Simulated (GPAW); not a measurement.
# Ga (C2/c) in GPAW: equation of state with r2SCAN

Aim: the equation of state of Ga with r2SCAN.

Everything below comes from runs of GPAW 26.7.0. Logs are shortened: lines on timing, memory, paths and dates and some standing lists are left out, and cuts for length are marked. The log counts tension as positive stress, the text compression.

### 1 The structure

Symmetry: C2/c, No. 15, monoclinic system. Conventional cell: a = 2.766 Å, b = 8.053 Å, c = 3.332 Å, α = 90.00°, β = 92.02°, γ = 90.00°. Ga (site symmetry 2) has 8 Ga at 2.69 to 2.92 Å as nearest neighbours.

This isn't the form of Ga at room conditions, which is orthorhombic.

### 2 Equation of state, r2SCAN

The input, run.py:

```python
from ase import Atoms
from ase.eos import EquationOfState
from ase.io import Trajectory
from ase.units import GPa
from ase.parallel import parprint
from gpaw import GPAW, PW

atoms = Atoms(['Ga', 'Ga'],
              cell=[[1.383, -4.0265, 0.0],
                    [1.383, 4.0265, 0.0],
                    [-0.1174474948, 0.0, 3.3299294416]],
              scaled_positions=[[0.131, 0.869, 0.75],
                                [0.869, 0.131, 0.25]],
              pbc=True)

traj = Trajectory('eos.traj', 'w')
volumes, energies = [], []
for x in [0.94, 0.96, 0.98, 1.0, 1.02, 1.04, 1.06]:
    a = atoms.copy()
    a.set_cell(atoms.cell * x**(1 / 3), scale_atoms=True)
    calc = GPAW(mode=PW(600),
                xc='MGGA_X_R2SCAN+MGGA_C_R2SCAN',
                kpts={'size': (8, 8, 7), 'gamma': True},
                occupations={'name': 'fermi-dirac', 'width': 0.05},
                nbands=10,
                convergence={'density': 1e-05, 'energy': 1e-05},
                maxiter=150,
                txt=f'eos-{x:.2f}.txt')
    a.calc = calc
    energies.append(a.get_potential_energy(force_consistent=True))
    volumes.append(a.get_volume())
    p = -a.get_stress()[:3].mean() / GPa
    calc.write(f'eos-{x:.2f}.gpw')
    traj.write(a)
    parprint(f'{x:.2f} {volumes[-1]:10.4f} A^3 {energies[-1]:14.6f} eV {p:9.3f} GPa', flush=True)

v0, e0, B = EquationOfState(volumes, energies, eos='birchmurnaghan').fit()
parprint(f'V0 = {v0:.4f} A^3, E0 = {e0:.6f} eV, B0 = {B / GPa:.2f} GPa')
```

Potentials or basis: GPAW PAW data sets (gpaw-data 1.2.1), pw.

Command:

```console
$ OMP_NUM_THREADS=1 mpirun -n 4 gpaw python run.py
```

What it wrote:

```text
__  _  _
 | _ |_)|_||  |
 |__||  | ||/\| - 26.7.0

Input parameters:
  mode=PW(ecut=600.0),
  convergence={'density': 1e-05, 'energy': 1e-05},
  kpts=MonkhorstPack(size=(8, 8, 7), gamma=True),
  maxiter=150,
  nbands=10,
  occupations=Occupations(name='fermi-dirac', width=0.05),
  xc=XC(name='MGGA_X_R2SCAN+MGGA_C_R2SCAN')

Diagonalizing LCAO Hamiltonian
Converting LCAO to pw mode

           Ga

       Ga

Atoms  # Å, Bohr magnetons
|   | symbol |        x |         y |        z |    initial magnetic moments |
|---|--------|----------|-----------|----------|-----------------------------|
| 0 |     Ga | 1.268480 |  2.910896 | 2.446464 | ( 0.0000,  0.0000,  0.0000) |
| 1 |     Ga | 1.326005 | -2.910896 | 0.815488 | ( 0.0000,  0.0000,  0.0000) |

Unit cell  # Å
| periodic |         x |         y |        z |  lengths |     angles |
|----------|-----------|-----------|----------|----------|------------|
|      yes |  1.354768 | -3.944303 | 0.000000 | 4.170483 |  90.656069 |
|      yes |  1.354768 |  3.944303 | 0.000000 | 4.170483 |  90.656069 |
|      yes | -0.115050 |  0.000000 | 3.261953 | 3.263981 | 142.087422 |

Number of symmetries: 2
Symmetry operations  # r_c * U_cc + t_c -> r_c
|   | kind |            matrix            |
|---|------|------------------------------|
| 0 |  E   |  1, 0, 0,  0, 1, 0,  0, 0, 1 |
| 1 |  i   | -1, 0, 0,  0,-1, 0,  0, 0,-1 |

BZ-sampling:
  Number of BZ points: 448
  Number of IBZ points: 226

  Monkhorst-Pack size: [8, 8, 7]
  Monkhorst-Pack shift: [0.0625, 0.0625, 0.0]

K-points  # in reciprocal-cell coordinates
|     |                                coordinates |     weight |
|-----|--------------------------------------------|------------|
|   0 | (  0.00000000,   0.00000000,   0.00000000) | 0.00223214 |
|   1 | (  0.00000000,   0.00000000,   0.14285714) | 0.00446429 |
|   2 | (  0.00000000,   0.00000000,   0.28571429) | 0.00446429 |
|   3 | (  0.00000000,   0.00000000,   0.42857143) | 0.00446429 |
|   4 | (  0.00000000,   0.12500000,  -0.42857143) | 0.00446429 |
|   5 | (  0.00000000,   0.12500000,  -0.28571429) | 0.00446429 |
|   6 | (  0.00000000,   0.12500000,  -0.14285714) | 0.00446429 |
|   7 | (  0.00000000,   0.12500000,   0.00000000) | 0.00446429 |
|   8 | (  0.00000000,   0.12500000,   0.14285714) | 0.00446429 |
|   9 | (  0.00000000,   0.12500000,   0.28571429) | 0.00446429 |
| ... |                                            |            |
| 225 | (  0.50000000,   0.50000000,   0.42857143) | 0.00446429 |

Plane wave coefficients: 1183
Cutoff: 600.0 eV

Spin-components: 1 (collinear spins)
Bands:           10
Projectors:      10
Spin-degeneracy: 2
Datatype:        complex128

Parallelization:
  kpt:    4
  domain: 1
  band:   1

Density:
  Valence electrons: 6.0
  Components: 1
  Grid points: [24 24 20]
  Charge: 0.0  # |e|

Potential:
  Grid points: [24 24 20]

species:
  Ga:
    name:    Gallium
    Z:       31.0
    valence: 3
    core:    28
    charge:  0.0  # [|e|]
    compensation charges:
      type: gauss
      rc: 0.37  # [Å]
      lmax: 2
    cutoffs:
      filter: 2.06  # [Å]
      core: 4.17  # [Å]
    projectors
    | kind |    occ | energy [eV] | rcut [Å] |
    |------|--------|-------------|----------|
    |   4s |  2.000 |      -8.945 |    1.164 |
    |   4p |  1.000 |      -2.580 |    1.164 |
    |    s |        |      18.266 |    1.164 |
    |    p |        |      24.631 |    1.164 |
    |    d |        |       0.000 |    1.164 |

    Using partial waves for Ga as LCAO basis

Reference energy: -105769.343058  # eV

eigensolver:
  PPCG
  Converge bands: occupied
  niter=2

density mixing:
  MSR1-Mixer
  Pratt-step length: 0.05
  Maximum mixing coefficient: 0.75
  Old densities: 10
  SVD Regularization: 0.005
  Good broyden scale: 1.0
  Trust region scale: 1.0
  Backstep threshold: 4.0
  History deletion threshold: 6.0
  Fourier metric: weight=20.0, sigma=0.015

occupation numbers:
  Fermi-Dirac:
    width: 0.0500  # eV

poisson solver:
  ecut: 4800.0  # eV

xc functional:
  name: MGGA_X_R2SCAN+MGGA_C_R2SCAN with 2 nearest neighbor stencil

convergence criteria:
- Maximum integral of absolute [dens]ity change: 1e-05 electrons / valence electron
- Maximum [total energy] change in last 3 cyles: 1e-05 eV / valence electron
- Maximum integral of absolute [eigenst]ate change: 4e-08 eV^2 / valence electron
maximum number of iterations: 150

SCF iterations
|iter     | |      energy | eigst |  dens |
|---------|-|-------------|-------|-------|
|iter:   1| |  -20.244275 | -0.78 |       |
|iter:   2| |  -20.112655 | -2.60 | -1.12 |
|iter:   3| |-1764.449087 | +2.77 | -1.09 |
|iter:   4| |  -19.179756 | +1.96 | +1.11 |
|iter:   5| |  -20.213430 | -0.64 | -1.24 |
|iter:   6| |  -20.212168 | -2.58 | -1.51 |
|iter:   7| |  -20.212402 | -3.75 | -1.72 |
|iter:   8| |  -20.212648 | -4.61 | -1.99 |
|iter:   9| |  -20.212766 | -4.43 | -2.29 |
|iter:  10| |  -20.212770 | -6.55 | -3.26 |
|iter:  11| |  -20.212770c| -8.01c| -3.84 |
|iter:  12| |  -20.212770c| -7.56c| -3.87 |
|iter:  13| |  -20.212770c| -7.56c| -4.06 |
|iter:  14| |  -20.212770c| -8.12c| -4.44 |
|iter:  15| |  -20.212770c| -8.60c| -4.84 |
|iter:  16| |  -20.212770c| -9.69c| -6.40c|

Converged in 16 steps
Energy contributions relative to reference atoms: (reference = -105769.343058)

Energy contributions:
  Kinetic:          24.626263
  Coulomb:         -19.437215
  Zero:             -0.012648
  External:          0.000000
  Xc:              -25.386196
  Entropy:          -0.005946
  Spinorbit:         0.000000
  ----------------------------
  Free energy:     -20.215743
  Extrapolated:    -20.212770

dipole moment: (-0.000038, -0.000000, -0.000048)  # |e|*Ang

Fermi level: 7.023
Eigenvalues  # (at kpt = [0.000, 0.000, 0.000])
| band index |      eig [eV] | occ [0-2] |
|------------|---------------|-----------|
|          0 |        -5.430 |     2.000 |
|          1 |         4.376 |     2.000 |
|          2 |         5.489 |     2.000 |
|          3 |         8.588 |     0.000 |
|          4 |        12.780 |     0.000 |
|          5 |        17.597 |     0.000 |
|          6 |        18.208 |     0.000 |
|          7 |        18.376 |     0.000 |
|          8 |        18.779 |     0.000 |
|          9 |        20.207 |     0.000 |

No gap
No difference between direct/indirect transitions

Stress tensor  # eV/Ang^3
|         x |         y |         z |
|-----------|-----------|-----------|
| -0.001816 | -0.000000 |  0.006807 |
| -0.000000 | -0.031004 | -0.000000 |
|  0.006807 | -0.000000 | -0.025356 |

# Writing to eos-0.94.gpw (mode='')
```

It took 5.2 min on 4 MPI ranks of Arm Neoverse V2, shared host; peak memory 0.46 GiB.

Results:

| Item | Value |
| --- | --- |
| Equilibrium volume | 18.22 Å³/atom (rough: see the caveat) |
| Bulk modulus at fixed shape and positions | 61 GPa (rough) |

Energy against volume, from the lowest point:
```tsv
volume (Å³/atom)	energy (meV/atom)
17.431	7.13
17.801	1.83
18.172	0.00
18.543	1.09
18.914	4.64
19.285	10.41
19.656	18.15
```

Caveat: the points scatter about the fit; the cell was scaled at fixed shape and fractional positions, which overstates the stiffness of a crystal with free parameters, most of all of layers and chains; the PAW data sets were made with another functional, which shifts forces and pressure a little; the program warned that so skewed a cell can give wrong results.
